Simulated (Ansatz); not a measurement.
Ir: computed properties

Level of theory: DFT PBEsol, scalar-relativistic, plane waves, PAW (Ansatz 0.2.0).

Plane waves to 420 eV, a k mesh through Γ of 18×18×18 on the computed 1-atom cell and Gaussian smearing (0.10 eV); no spin polarisation.

The structure is relaxed at this level of theory with its symmetry kept.

```cif
data_structure
_symmetry_space_group_name_H-M 'Fm-3m'
_symmetry_Int_Tables_number 225
_cell_length_a 3.8303
_cell_length_b 3.8303
_cell_length_c 3.8303
_cell_angle_alpha 90.000
_cell_angle_beta 90.000
_cell_angle_gamma 90.000
_cell_volume 56.19
loop_
_atom_site_label
_atom_site_type_symbol
_atom_site_symmetry_multiplicity
_atom_site_Wyckoff_symbol
_atom_site_fract_x
_atom_site_fract_y
_atom_site_fract_z
_atom_site_occupancy
Ir1 Ir 4 a 0.00000 0.00000 0.00000 1
```

* Space group: Fm-3m (No. 225)
* Volume per atom: 14.05 Å³
* Formation energy from the elements' standard states (uncorrected): +0.002 eV/atom
* Kohn–Sham band gap: none (metal)
* Density of states at the Fermi level: 0.89 states/eV per cell
* Löwdin character within 0.5 eV of the Fermi level: Ir 5d 95 %
* Bulk modulus: 387 GPa
* Its pressure derivative: 5.0
* Bader charges (e): Ir (1 in the cell) 0.00

Spin-orbit coupling is left out, which matters for the bands of heavy elements.